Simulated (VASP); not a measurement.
# TePb (Fm-3m) in VASP: further runs

The runs below take TePb through relaxation of cell and atoms, with r2SCAN+rVV10, LDA.

Everything below comes from runs of VASP 6.6.1. Logs are shortened: lines on timing, memory, paths and dates and some standing lists are left out, and cuts for length are marked.

**1. The crystal as given**

It takes space group Fm-3m (No. 225, cubic). The conventional cell has a = 6.542 Å, b = 6.542 Å, c = 6.542 Å, α = 90.00°, β = 90.00°, γ = 90.00°. Around Pb (site symmetry m-3m) lie 6 Te at 3.27 Å. Around Te (site symmetry m-3m) lie 6 Pb at 3.27 Å.

The cell is a database's computed one.

**2. Relaxation of cell and atoms, r2SCAN+rVV10**

File INCAR:

```
SYSTEM = TePb
ALGO = Normal
BPARAM = 11.95
CPARAM = 0.0093
EDIFF = 1E-7
EDIFFG = -0.01
ENCUT = 600
IBRION = 2
ISIF = 3
ISMEAR = 0
IVDW_NL = 2
LASPH = .TRUE.
LCHARG = .FALSE.
LMIXTAU = .TRUE.
LREAL = .FALSE.
LUSE_VDW = .TRUE.
LWAVE = .FALSE.
METAGGA = R2SCAN
NELM = 100
NSW = 40
PREC = Accurate
SIGMA = 0.02
```

File KPOINTS:

```
k-points
0
G
  9 9 9
  0 0 0
```

File POSCAR:

```
TePb
1.0
    0.0000000000      3.2708968100      3.2708968100
    3.2708968100      0.0000000000      3.2708968100
    3.2708968100      3.2708968100      0.0000000000
Pb Te
1 1
Direct
    0.0000000000      0.0000000000      0.0000000000
    0.5000000000      0.5000000000      0.5000000000
```

Potentials or basis: VASP PAW PBE potentials, release 64 (Pb_d, Te).

Started as:

```sh
$ cat potpaw_PBE.64/Pb_d/POTCAR potpaw_PBE.64/Te/POTCAR > POTCAR
$ mpirun -np 1 vasp_std > vasp.out
```

OUTCAR:

```text
SYSTEM = TePb
   BPARAM = 11.95
   EDIFF = 1E-7
   EDIFFG = -0.01
   ENCUT = 600
   IBRION = 2
   ISIF = 3
   ISMEAR = 0
   IVDW_NL = 2
   LASPH = .TRUE.
   LREAL = .FALSE.
   METAGGA = R2SCAN
   NELM = 100
   NSW = 40
   PREC = Accurate

 ion  position               nearest neighbor table
   1  0.000  0.000  0.000-   2 3.27   2 3.27   2 3.27   2 3.27   2 3.27   2 3.27
   2  0.500  0.500  0.500-   1 3.27   1 3.27   1 3.27   1 3.27   1 3.27   1 3.27

  LATTYP: Found a face centered cubic cell.
 ALAT       =     6.5417936200

  Lattice vectors:

 A1 = (   0.0000000000,   3.2708968100,   3.2708968100)
 A2 = (   3.2708968100,   0.0000000000,   3.2708968100)
 A3 = (   3.2708968100,   3.2708968100,   0.0000000000)

Analysis of symmetry for initial positions (statically):
=====================================================================
 Subroutine PRICEL returns:
 Original cell was already a primitive cell.

 Routine SETGRP: Setting up the symmetry group for a
 face centered cubic supercell.

 Subroutine GETGRP returns: Found 48 space group operations
 (whereof 48 operations were pure point group operations)
 out of a pool of 48 trial point group operations.

The static configuration has the point symmetry O_h .

Analysis of symmetry for dynamics (positions and initial velocities):
=====================================================================
 Subroutine PRICEL returns:
 Original cell was already a primitive cell.

 Routine SETGRP: Setting up the symmetry group for a
 face centered cubic supercell.

 Subroutine GETGRP returns: Found 48 space group operations
 (whereof 48 operations were pure point group operations)
 out of a pool of 48 trial point group operations.

The dynamic configuration has the point symmetry O_h .

 Subroutine INISYM returns: Found 48 space group operations
 (whereof 48 operations are pure point group operations),
 and found     1 'primitive' translations

----------------------------------------------------------------------------------------

                                     Primitive cell

  volume of cell :      69.9891

  direct lattice vectors                    reciprocal lattice vectors
     0.000000000  3.270896810  3.270896810    -0.152863275  0.152863275  0.152863275
     3.270896810  0.000000000  3.270896810     0.152863275 -0.152863275  0.152863275
     3.270896810  3.270896810  0.000000000     0.152863275  0.152863275 -0.152863275

  length of vectors
     4.625746630  4.625746630  4.625746630     0.264766960  0.264766960  0.264766960

  position of ions in fractional coordinates (direct lattice)
     0.000000000  0.000000000  0.000000000
     0.500000000  0.500000000  0.500000000

  ion indices of the primitive-cell ions
   primitive index   ion index
                 1           1
                 2           2

----------------------------------------------------------------------------------------

 KPOINTS: k-points

Automatic generation of k-mesh.
 Grid dimensions read from file:
 generate k-points for:    9    9    9

 Generating k-lattice:

  Cartesian coordinates                     Fractional coordinates (reciprocal lattice)
    -0.016984808  0.016984808  0.016984808     0.111111111  0.000000000  0.000000000
     0.016984808 -0.016984808  0.016984808     0.000000000  0.111111111  0.000000000
     0.016984808  0.016984808 -0.016984808     0.000000000  0.000000000  0.111111111

  Length of vectors
     0.029418551  0.029418551  0.029418551

  Shift w.r.t. Gamma in fractional coordinates (k-lattice)
     0.000000000  0.000000000  0.000000000

 Subroutine IBZKPT returns following result:
 ===========================================

 Found     35 irreducible k-points:

 Following reciprocal coordinates:
            Coordinates               Weight
  0.000000  0.000000  0.000000      1.000000
  0.111111  0.000000  0.000000      8.000000
  0.222222  0.000000  0.000000      8.000000
  0.333333  0.000000  0.000000      8.000000
  0.444444  0.000000  0.000000      8.000000
  0.111111  0.111111  0.000000      6.000000
[... 16 lines left out ...]
 -0.333333  0.333333  0.000000     12.000000
  0.444444  0.444444  0.000000      6.000000
 [... further k-points ...]
   k-points           NKPTS =     35   k-points in BZ     NKDIM =     35   number of bands    NBANDS=     14
   number of dos      NEDOS =    301   number of ions     NIONS =      2
   total plane-waves  NPLWV =  64000
   dimension x,y,z NGX =    40 NGY =   40 NGZ =   40
   dimension x,y,z NGXF=    80 NGYF=   80 NGZF=   80
   ions per type =               1   1
   NGX,Y,Z   is equivalent  to a cutoff of  14.38, 14.38, 14.38 a.u.
   NGXF,Y,Z  is equivalent  to a cutoff of  28.75, 28.75, 28.75 a.u.
 SYSTEM =  TePb
   PREC   = accura    normal or accurate (medium, high low for compatibility)
   ISTART =      0    job   : 0-new  1-cont  2-samecut
   ICHARG =      2    charge: 1-file 2-atom 10-const
   ISPIN  =      1    spin polarized calculation?
   LNONCOLLINEAR =      F non collinear calculations
   LSORBIT =      F    spin-orbit coupling
   LASPH  =      T    aspherical Exc in radial PAW
   ENCUT  =  600.0 eV  44.10 Ry    6.64 a.u.   9.24  9.24  9.24*2*pi/ulx,y,z
   NELM   =    100;   NELMIN=  2; NELMDL= -5     # of ELM steps
   EDIFF  = 0.1E-06   stopping-criterion for ELM
   LREAL  =      F    real-space projection
   EDIFFG = -.1E-01   stopping-criterion for IOM
   NSW    =     40    number of steps for IOM
   IBRION =      2    ionic relax: 0-MD 1-quasi-New 2-CG
   NFREE  =      1    steps in history (QN), initial steepest desc. (CG)
   ISIF   =      3    stress and relaxation
   ISYM   =      2    0-nonsym 1-usesym 2-fastsym
   POTIM  = 0.5000    time-step for ionic-motion
   TEBEG  =    0.0;   TEEND  =   0.0 temperature during run
   PSTRESS=    0.0 pullay stress
   NELECT =      20.0000    total number of electrons
   NUPDOWN=      -1.0000    fix difference up-down
   EMIN   =  10.00;   EMAX   =-10.00  energy-range for DOS
   EFERMI =   0.00;   METHOD = LEGACY
   ISMEAR =     0;   SIGMA  =   0.02  broadening in eV -4-tet -1-fermi 0-gaus
   EFERMI_NEDOS =   21; number of points for ismear=-14 and -15
   IALGO  =     38    algorithm
   IMIX   =      4    mixing-type and parameters
     AMIX     =   0.40;   BMIX     =  1.00
     AMIX_MAG =   1.60;   BMIX_MAG =  1.00
  volume/ion in A,a.u.               =      34.99       236.15
  Fermi-wavevector in a.u.,A,eV,Ry     =   1.078304  2.037700 15.820039  1.162740
  Thomas-Fermi vector in A             =   2.214239
   LORBIT       =      0    0 simple, 1 ext, 2 COOP (PROOUT), +10 PAW based schemes
   METAGGA = R2SCAN    functional components
   LHFCALC =     F    Hartree Fock is set to
   AEXX    =    0.0000 exact exchange contribution
   IVDW_NL    =     2    kernel type
   BPARAM     =11.9500
   IVDW    =     0    specifies the selected vdW correction
   LEPSILON=     F    determine dielectric tensor
   LRPA    =     F    only Hartree local field effects (RPA)
 conjugate gradient relaxation of ions
 non-spin polarized calculation
 Gauss-broadening in eV      SIGMA  =   0.02
  energy-cutoff  :      600.00
  volume of cell :       69.99
 maximum number of plane-waves:      2357
 NGX is ok and might be reduce to    40
   NGX = 19   NGY = 19   NGZ = 19

--------------------------------------- Ionic step        1  -------------------------------------------

 number of electron      20.0000001 magnetization

 Free energy of the ion-electron system (eV)
  ---------------------------------------------------
  ext. energy  EPLUGINS =         0.00000000
  ---------------------------------------------------
  free energy    TOTEN  =       -82.14041695 eV

  energy without entropy =      -82.14041695  energy(sigma->0) =      -82.14041695

------------------------ aborting loop because EDIFF is reached ----------------------------------------

  FORCE on cell =-STRESS in cart. coord.  units (eV):
  Direction    XX          YY          ZZ          XY          YZ          ZX
  --------------------------------------------------------------------------------------
  -------------------------------------------------------------------------------------
  Total       -0.3628849     -0.3628849     -0.3628849      0.0000000      0.0000000      0.0000000
  in kB       -8.3070910     -8.3070910     -8.3070910      0.0000000      0.0000000      0.0000000
  external PRESSURE =      -8.3070910 kB  Pullay stress =       0.0000000 kB

 VOLUME and BASIS-vectors are now :
 -----------------------------------------------------------------------------
  energy-cutoff  :      600.00
  volume of cell :       69.99
      direct lattice vectors                 reciprocal lattice vectors
     0.000000000  3.270896810  3.270896810    -0.152863275  0.152863275  0.152863275
     3.270896810  0.000000000  3.270896810     0.152863275 -0.152863275  0.152863275
     3.270896810  3.270896810  0.000000000     0.152863275  0.152863275 -0.152863275
[... 37 lines left out ...]
 POSITION                                       TOTAL-FORCE (eV/Angst)
 -----------------------------------------------------------------------------------
      3.24227      3.24227      0.00000         0.000000      0.000000      0.000000
      3.24227      3.24227      3.24227        -0.000000      0.000000     -0.000000
 -----------------------------------------------------------------------------------
    total drift:                                0.000000     -0.000000     -0.000000

  FREE ENERGIE OF THE ION-ELECTRON SYSTEM (eV)
  ---------------------------------------------------
  free  energy   TOTEN  =       -82.1435465188 eV

  energy  without entropy=      -82.1435465188  energy(sigma->0) =      -82.14354652

--------------------------------------- Ionic step        3  -------------------------------------------

 number of electron      19.9999999 magnetization

 Free energy of the ion-electron system (eV)
  ---------------------------------------------------
  ext. energy  EPLUGINS =         0.00000000
  ---------------------------------------------------
  free energy    TOTEN  =       -82.14399765 eV

  energy without entropy =      -82.14399765  energy(sigma->0) =      -82.14399765

 E-fermi :   5.3721     XC(G=0):  -9.7822

 val. band max:        5.2131219404   @ k =   0.4444   0.0000   0.0000
 cond. band min:       6.3904902388   @ k =   0.4444   0.0000   0.0000
 fundamental gap:      1.1773682984
 Fermi energy:         5.3720527997

 k-point     1 :       0.0000    0.0000    0.0000
  band No.  band energies     occupation
      1     -12.0408      2.00000
      2     -12.0408      2.00000
      3     -12.0295      2.00000
      4     -12.0295      2.00000
      5     -12.0295      2.00000
      6      -7.0994      2.00000
      7      -0.3928      2.00000
      8       3.8464      2.00000
      9       3.8464      2.00000
     10       3.8464      2.00000
     11       9.5974      0.00000
     12       9.5974      0.00000
     13       9.5974      0.00000
     14      11.4548      0.00000

 k-point     2 :       0.1111    0.0000    0.0000
  band No.  band energies     occupation
      1     -12.0423      2.00000
      2     -12.0423      2.00000
      3     -12.0292      2.00000
      4     -12.0279      2.00000
      5     -12.0279      2.00000
      6      -6.9904      2.00000
      7      -0.7691      2.00000
      8       3.8797      2.00000
      9       3.8797      2.00000
     10       4.0691      2.00000
[... 362 lines left out ...]
 k-point    24 :       0.4444    0.4444    0.0000
  band No.  band energies     occupation
      1     -12.1023      2.00000
      2     -12.0383      2.00000
      3     -12.0305      2.00000
      4     -12.0057      2.00000
      5     -12.0057      2.00000
      6      -5.4505      2.00000
      7      -2.1905      2.00000
      8       0.9170      2.00000
      9       2.4342      2.00000
     10       2.4342      2.00000
     11       8.9092      0.00000
     12      10.9572      0.00000
     13      10.9572      0.00000
     14      11.9511      0.00000

 [... further k-points ...]

------------------------ aborting loop because EDIFF is reached ----------------------------------------

  FORCE on cell =-STRESS in cart. coord.  units (eV):
  Direction    XX          YY          ZZ          XY          YZ          ZX
  --------------------------------------------------------------------------------------
  -------------------------------------------------------------------------------------
  Total        0.0007582      0.0007582      0.0007582      0.0000000      0.0000000     -0.0000000
  in kB        0.0176995      0.0176995      0.0176995      0.0000000      0.0000000     -0.0000000
  external PRESSURE =       0.0176995 kB  Pullay stress =       0.0000000 kB

 VOLUME and BASIS-vectors are now :
 -----------------------------------------------------------------------------
  energy-cutoff  :      600.00
  volume of cell :       68.64
      direct lattice vectors                 reciprocal lattice vectors
    -0.000000000  3.249676086  3.249676086    -0.153861489  0.153861489  0.153861489
     3.249676086  0.000000000  3.249676086     0.153861489 -0.153861489  0.153861489
     3.249676086  3.249676086  0.000000000     0.153861489  0.153861489 -0.153861489

 POSITION                                       TOTAL-FORCE (eV/Angst)
 -----------------------------------------------------------------------------------
      0.00000      0.00000      0.00000         0.000000      0.000000      0.000000
      3.24968      3.24968      3.24968         0.000000      0.000000     -0.000000
 -----------------------------------------------------------------------------------
    total drift:                                0.000000     -0.000000     -0.000000

  FREE ENERGIE OF THE ION-ELECTRON SYSTEM (eV)
  ---------------------------------------------------
  free  energy   TOTEN  =       -82.1439976468 eV

  energy  without entropy=      -82.1439976468  energy(sigma->0) =      -82.14399765

 reached required accuracy - stopping structural energy minimisation
```

Wall time 22 min (1 thread of Intel Xeon Platinum 8259CL at 2.50GHz (Skylake/Cascade Lake), shared host); peak memory 0.52 GiB.

Results:

```yaml
Free_energy: -82.1440 eV
Relaxed_volume: 34.32 Å³/atom
Relaxed_cell: a = 4.596 Å, b = 4.596 Å, c = 4.596 Å, α = 60.00°, β = 60.00°, γ = 60.00°
Space_group_after_relaxing_to_0.05_Å: Fm-3m (No. 225)
Energy_gained_by_relaxing: 1.8 meV/atom
Ionic_steps: 3
Pressure_after_relaxing: 0.0 GPa
```

The path:
| step | energy change (eV) | largest force (eV/Å) | pressure (GPa) | volume (Å³) |
| --- | --- | --- | --- | --- |
| 1 | 0.0000 | 0.0000 | -0.83 | 69.99 |
| 2 | -0.0031 | 0.0000 | 0.32 | 68.17 |
| 3 | -0.0036 | 0.0000 | 0.00 | 68.64 |

Final structure:
```cif
data_structure
_symmetry_space_group_name_H-M 'P 1'
_symmetry_Int_Tables_number 1
_cell_length_a 4.5957
_cell_length_b 4.5957
_cell_length_c 4.5957
_cell_angle_alpha 60.000
_cell_angle_beta 60.000
_cell_angle_gamma 60.000
_cell_volume 68.64
loop_
_atom_site_label
_atom_site_type_symbol
_atom_site_fract_x
_atom_site_fract_y
_atom_site_fract_z
_atom_site_occupancy
Pb1 Pb 0.00000 0.00000 0.00000 1
Te1 Te 0.50000 0.50000 0.50000 1
```

Caveat: this odd mesh misses L, where the gap lies, so gap, dielectric constants and Born charges aren't listed; the PAW data sets were made with another functional, which shifts forces and pressure a little. The run has no spin-orbit coupling, so splittings on Pb, Te are missing.

[end of part 1 of 2]
